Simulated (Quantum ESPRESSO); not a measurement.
# MoS2 (R3m) in Quantum ESPRESSO: settings compared, part 2 of 2

Quantum ESPRESSO 7.5. Earlier steps stand in the parts before.

### 5 Single point, PBEsol+U

File pw.in:

```
&CONTROL
  calculation = 'scf'
  prefix = 'pwscf'
  outdir = './tmp'
  pseudo_dir = './pseudo'
  tprnfor = .true.
  tstress = .true.
  disk_io = 'low'
/
&SYSTEM
  ibrav = 0
  celldm(1) = 8
  nat = 3
  ntyp = 2
  ecutwfc = 45
  ecutrho = 360
  nbnd = 23
  occupations = 'smearing'
  smearing = 'fd'
  degauss = 0.00367493
/
&ELECTRONS
  conv_thr = 6d-10
  electron_maxstep = 120
  mixing_beta = 0.3
/
ATOMIC_SPECIES
Mo    95.9500 mo_pbesol_v1.uspp.F.UPF
S     32.0600 s_pbesol_v1.4.uspp.F.UPF
CELL_PARAMETERS alat
  0.3732209096136   0.2154791926280   1.4527269583061
 -0.3732209096136   0.2154791926280   1.4527269583061
  0.0000000000000  -0.4309583852559   1.4527269583061
ATOMIC_POSITIONS crystal
Mo     0.0000000000    0.0000000000    0.0000000000
S      0.4170000000    0.4170000000    0.4170000000
S      0.2500000000    0.2500000000    0.2500000000
K_POINTS automatic
10 10 10 0 0 0
HUBBARD {ortho-atomic}
U Mo-4d 3.0
```

File pp_density.in:

```
&INPUTPP
  prefix = 'pwscf'
  outdir = './tmp'
  filplot = 'density.dat'
  plot_num = 0
/
&PLOT
  nfile = 1
  filepp(1) = 'density.dat'
  iflag = 3
  output_format = 6
  fileout = 'density.cube'
/
```

File pp_potential.in:

```
&INPUTPP
  prefix = 'pwscf'
  outdir = './tmp'
  filplot = 'potential.dat'
  plot_num = 11
/
&PLOT
  nfile = 1
  filepp(1) = 'potential.dat'
  iflag = 3
  output_format = 6
  fileout = 'potential.cube'
/
```

Potentials or basis: GBRV 1.5 PBEsol.

Started as:

```
> OMP_NUM_THREADS=1 mpirun -n 2 pw.x -nk 2 -in pw.in > pw.out
> OMP_NUM_THREADS=1 mpirun -n 1 pp.x -in pp_density.in > pp_density.out
> OMP_NUM_THREADS=1 mpirun -n 1 pp.x -in pp_potential.in > pp_potential.out
```

pw.out:

```text
This program is part of the open-source Quantum ESPRESSO suite
     for quantum simulation of materials; please cite
[... 13 lines left out ...]
     --------------------
     sticks:   dense  smooth     PW     G-vecs:    dense   smooth      PW
     Sum        2013    1003    343                41357    14647    2891

     Using Slab Decomposition

     bravais-lattice index     =            0
     lattice parameter (alat)  =       8.0000  a.u.
     unit-cell volume          =     358.9025 (a.u.)^3
     number of atoms/cell      =            3
     number of atomic types    =            2
     number of electrons       =        26.00
     number of Kohn-Sham states=           23
     kinetic-energy cutoff     =      45.0000  Ry
     charge density cutoff     =     360.0000  Ry
     scf convergence threshold =      6.0E-10
     mixing beta               =       0.3000
     number of iterations used =            8  plain     mixing
     Exchange-correlation= SLA  PW   PSX  PSC
                           (   1   4  10   8   0   0   0)
     Hubbard projectors: ortho-atomic
     Hubbard parameters of DFT+U (Dudarev formulation) in eV:
     U(Mo-4d) =  3.0000

     Internal variables: lda_plus_u =T, lda_plus_u_kind = 0

     Internal variables: orbital_resolved =F, hub_pot_fix =F, apply_U = F

     celldm(1)=   8.000000  celldm(2)=   0.000000  celldm(3)=   0.000000
     celldm(4)=   0.000000  celldm(5)=   0.000000  celldm(6)=   0.000000

     crystal axes: (cart. coord. in units of alat)
               a(1) = (   0.373221   0.215479   1.452727 )
               a(2) = (  -0.373221   0.215479   1.452727 )
               a(3) = (   0.000000  -0.430958   1.452727 )

     reciprocal axes: (cart. coord. in units 2 pi/alat)
               b(1) = (  1.339689  0.773470  0.229454 )
               b(2) = ( -1.339689  0.773470  0.229454 )
               b(3) = ( -0.000000 -1.546940  0.229454 )

     PseudoPot. # 1 for Mo read from file:
     mo_pbesol_v1.uspp.F.UPF
     Pseudo is Ultrasoft + core correction, Zval = 14.0
     Generated by new atomic code, or converted to UPF format
     Using radial grid of  889 points,  6 beta functions with:
                l(1) =   0
                l(2) =   0
                l(3) =   1
                l(4) =   1
                l(5) =   2
                l(6) =   2
     Q(r) pseudized with  6 coefficients,  rinner =    1.000   1.000   1.000
                                                       1.000   1.000

     PseudoPot. # 2 for S  read from file:
     s_pbesol_v1.4.uspp.F.UPF
     Pseudo is Ultrasoft + core correction, Zval =  6.0
     Generated by new atomic code, or converted to UPF format
     Using radial grid of  907 points,  6 beta functions with:
                l(1) =   0
                l(2) =   0
                l(3) =   1
                l(4) =   1
                l(5) =   2
                l(6) =   2
     Q(r) pseudized with  8 coefficients,  rinner =    1.300   1.300   1.300
                                                       1.300   1.300

     atomic species   valence    mass     pseudopotential
     Mo               14.00    95.95000     Mo( 1.00)
     S                 6.00    32.06000     S ( 1.00)

      6 Sym. Ops. (no inversion) found

   Cartesian axes

     site n.     atom                  positions (alat units)
         1        Mo     tau(   1) = (   0.0000000   0.0000000   0.0000000  )
         2        S      tau(   2) = (   0.0000000   0.0000000   1.8173614  )
         3        S      tau(   3) = (   0.0000000   0.0000000   1.0895452  )

     number of k points=   116  Fermi-Dirac smearing, width (Ry)=  0.0037

     Number of k-points >= 100: set verbosity='high' to print them.

     Dense  grid:    41357 G-vectors     FFT dimensions: (  75,  75,  75)

     Smooth grid:    14647 G-vectors     FFT dimensions: (  54,  54,  54)

     Initial potential from superposition of free atoms

     starting charge      25.9990, renormalised to      26.0000

     STARTING HUBBARD OCCUPATIONS:

     =================== HUBBARD OCCUPATIONS ===================
     ------------------------ ATOM    1 ------------------------
     Tr[ns(  1)] =   4.00000
     eigenvalues:
       0.400  0.400  0.400  0.400  0.400
     eigenvectors (columns):
       1.000  0.000  0.000  0.000  0.000
       0.000  1.000  0.000  0.000  0.000
       0.000  0.000  1.000  0.000  0.000
       0.000  0.000  0.000  1.000  0.000
       0.000  0.000  0.000  0.000  1.000
     occupation matrix ns (before diag.):
       0.400  0.000  0.000  0.000  0.000
       0.000  0.400  0.000  0.000  0.000
       0.000  0.000  0.400  0.000  0.000
       0.000  0.000  0.000  0.400  0.000
       0.000  0.000  0.000  0.000  0.400

     Number of occupied Hubbard levels =    4.0000

     Atomic wfc used for Hubbard projectors are orthogonalized

     Starting wfcs are   21 randomized atomic wfcs +    2 random wfcs

     Self-consistent Calculation

     iteration #  1     ecut=    45.00 Ry     beta= 0.30
     Davidson diagonalization with overlap
     ethr =  1.00E-02,  avg # of iterations =  5.5

     =================== HUBBARD OCCUPATIONS ===================
     ------------------------ ATOM    1 ------------------------
     Tr[ns(  1)] =   4.93371
     eigenvalues:
       0.457  0.457  0.501  0.501  0.549
     eigenvectors (columns):
      -0.000  0.000  0.000 -0.000  1.000
       0.957 -0.291  0.000 -0.000  0.000
      -0.291 -0.957  0.000  0.000  0.000
      -0.000 -0.000 -0.883 -0.468  0.000
       0.000 -0.000 -0.468  0.883  0.000
     occupation matrix ns (before diag.):
       0.549  0.000  0.000  0.000  0.000
       0.000  0.457  0.000 -0.000 -0.000
       0.000  0.000  0.457 -0.000  0.000
       0.000 -0.000 -0.000  0.501 -0.000
       0.000 -0.000  0.000 -0.000  0.501

     Number of occupied Hubbard levels =    4.9337

     Threshold (ethr) on eigenvalues was too large:
     Diagonalizing with lowered threshold

     Davidson diagonalization with overlap
     ethr =  3.72E-04,  avg # of iterations =  3.6

     total energy              =    -187.29461488 Ry
     estimated scf accuracy    <       0.10544505 Ry

     iteration #  2     ecut=    45.00 Ry     beta= 0.30
     Davidson diagonalization with overlap
     ethr =  4.06E-04,  avg # of iterations =  2.0

     total energy              =    -187.29968911 Ry
     estimated scf accuracy    <       0.01686067 Ry

     iteration #  3     ecut=    45.00 Ry     beta= 0.30
     Davidson diagonalization with overlap
     ethr =  6.48E-05,  avg # of iterations =  4.2

     total energy              =    -187.30117197 Ry
     estimated scf accuracy    <       0.00301497 Ry

     iteration #  4     ecut=    45.00 Ry     beta= 0.30
     Davidson diagonalization with overlap
     ethr =  1.16E-05,  avg # of iterations =  4.2

     total energy              =    -187.30121153 Ry
     estimated scf accuracy    <       0.00044507 Ry

     iteration #  5     ecut=    45.00 Ry     beta= 0.30
     Davidson diagonalization with overlap
     ethr =  1.71E-06,  avg # of iterations =  4.4

     total energy              =    -187.30124936 Ry
     estimated scf accuracy    <       0.00016506 Ry

     iteration #  6     ecut=    45.00 Ry     beta= 0.30
     Davidson diagonalization with overlap
     ethr =  6.35E-07,  avg # of iterations =  1.1

     total energy              =    -187.30126873 Ry
     estimated scf accuracy    <       0.00001020 Ry

     iteration #  7     ecut=    45.00 Ry     beta= 0.30
     Davidson diagonalization with overlap
     ethr =  3.92E-08,  avg # of iterations =  4.0

     total energy              =    -187.30126883 Ry
     estimated scf accuracy    <       0.00001340 Ry

     iteration #  8     ecut=    45.00 Ry     beta= 0.30
     Davidson diagonalization with overlap
     ethr =  3.92E-08,  avg # of iterations =  1.6

     total energy              =    -187.30127198 Ry
     estimated scf accuracy    <       0.00000360 Ry

     iteration #  9     ecut=    45.00 Ry     beta= 0.30
     Davidson diagonalization with overlap
     ethr =  1.38E-08,  avg # of iterations =  1.0

     total energy              =    -187.30127190 Ry
     estimated scf accuracy    <       0.00000095 Ry

     iteration # 10     ecut=    45.00 Ry     beta= 0.30
     Davidson diagonalization with overlap
     ethr =  3.67E-09,  avg # of iterations =  1.2

     total energy              =    -187.30127201 Ry
     estimated scf accuracy    <          9.3E-09 Ry

     iteration # 11     ecut=    45.00 Ry     beta= 0.30
     Davidson diagonalization with overlap
     ethr =  3.58E-11,  avg # of iterations =  3.7

     total energy              =    -187.30127202 Ry
     estimated scf accuracy    <          9.5E-10 Ry

     iteration # 12     ecut=    45.00 Ry     beta= 0.30
     Davidson diagonalization with overlap
     ethr =  3.64E-12,  avg # of iterations =  2.6

     End of self-consistent calculation

     =================== HUBBARD OCCUPATIONS ===================
     ------------------------ ATOM    1 ------------------------
     Tr[ns(  1)] =   5.01110
     eigenvalues:
       0.462  0.462  0.504  0.504  0.575
     eigenvectors (columns):
      -0.000  0.000  0.000 -0.000  1.000
       0.958 -0.287  0.005 -0.010  0.000
      -0.287 -0.958  0.010  0.005  0.000
      -0.003 -0.011 -0.885 -0.466  0.000
       0.011 -0.003 -0.466  0.885  0.000
     occupation matrix ns (before diag.):
       0.575  0.000  0.000  0.000  0.000
       0.000  0.462  0.000 -0.000 -0.000
       0.000  0.000  0.462 -0.000  0.000
       0.000 -0.000 -0.000  0.504 -0.000
       0.000 -0.000  0.000 -0.000  0.504

     Number of occupied Hubbard levels =    5.0111

     Number of k-points >= 100: set verbosity='high' to print the bands.

     the Fermi energy is    11.3896 ev

!    total energy              =    -187.30127202 Ry
     estimated scf accuracy    <          1.1E-10 Ry
     smearing contrib. (-TS)   =      -0.00000009 Ry
     internal energy E=F+TS    =    -187.30127193 Ry

     The total energy is F=E-TS. E is the sum of the following terms:
     one-electron contribution =     -87.49950774 Ry
     hartree contribution      =      54.91473125 Ry
     xc contribution           =     -36.03984147 Ry
     ewald contribution        =    -118.95039699 Ry
     Hubbard energy            =       0.27374303 Ry

     convergence has been achieved in  12 iterations

     Forces acting on atoms (cartesian axes, Ry/au):

     atom    1 type  1   force =     0.00000000   -0.00000000    0.00332406
     atom    2 type  2   force =     0.00000000   -0.00000000    0.00615654
     atom    3 type  2   force =    -0.00000000   -0.00000000   -0.00948060

     Total force =     0.011783     Total SCF correction =     0.000003

     Computing stress (Cartesian axis) and pressure

          total   stress  (Ry/bohr**3)                   (kbar)     P=        1.28
  -0.00005501   0.00000000  -0.00000000           -8.09        0.00       -0.00
   0.00000000  -0.00005501   0.00000000            0.00       -8.09        0.00
   0.00000000   0.00000000   0.00013615            0.00        0.00       20.03

=------------------------------------------------------------------------------=
   JOB DONE.
=------------------------------------------------------------------------------=
```

It took 3.1 min on 2 MPI ranks of AMD EPYC 7R43 (Zen 3), shared host; peak memory 0.4 GiB.

What came out:

```yaml
Free_energy: -2548.3636 eV
Pressure: 0.1 GPa
Largest_force: 0.244 eV/Å
Band_gap_on_the_k_mesh: 0.98 eV, indirect (least direct gap 1.83 eV)
```

Forces on the atoms (eV/Å):
```
Mo   0.000  0.000  0.085
S    0.000  0.000  0.158
S    0.000  0.000 -0.244
```

Levels at points of the mesh, in eV from the valence-band top:
```csv
k point,band 11,band 12,band 13,band 14,band 15,band 16
"(0.00, 0.00, 0.00)",-2.17,-1.25,-1.12,2.18,2.18,2.56
"(0.00, 0.00, -0.50)",-2.22,-1.55,-1.48,1.65,2.00,3.58
"(0.00, -0.50, -0.50)",-2.80,-1.73,-1.30,1.61,2.13,3.11
"(-0.50, -0.50, -0.50)",-2.14,-2.14,0.00,2.27,2.27,2.43
```

Eigenvalues of the final occupation matrices:
| site | spin | trace | eigenvalues |
| --- | --- | --- | --- |
| Mo 1 4d | each | 2.51 | 0.46 0.46 0.50 0.50 0.57 |

### 6 Summary

| level | U | mixing beta | gap on the mesh (eV) | pressure (GPa) | largest force (eV/Å) |
| --- | --- | --- | --- | --- | --- |
| PBEsol | - | 0.5 | 0.91 | 0.0 | 0.24 |
| PBEsol+U | Mo d U = 1 eV | 0.3 | 0.93 | 0.0 | 0.24 |
| PBEsol+U | Mo d U = 2 eV | 0.3 | 0.95 | 0.1 | 0.24 |
| PBEsol+U | Mo d U = 3 eV | 0.3 | 0.98 | 0.1 | 0.24 |

Alike in all rows: task single point; potentials or basis GBRV 1.5 PBEsol; no spin polarisation; cell as given; k mesh 10 × 10 × 10; cutoff (eV) 612; smearing fermi-dirac 0.05 eV.

On the cell as given the gap runs from 0.91 eV (PBEsol) to 0.98 eV (PBEsol+U).

Absolute energies hang on the potentials; compare differences alone.
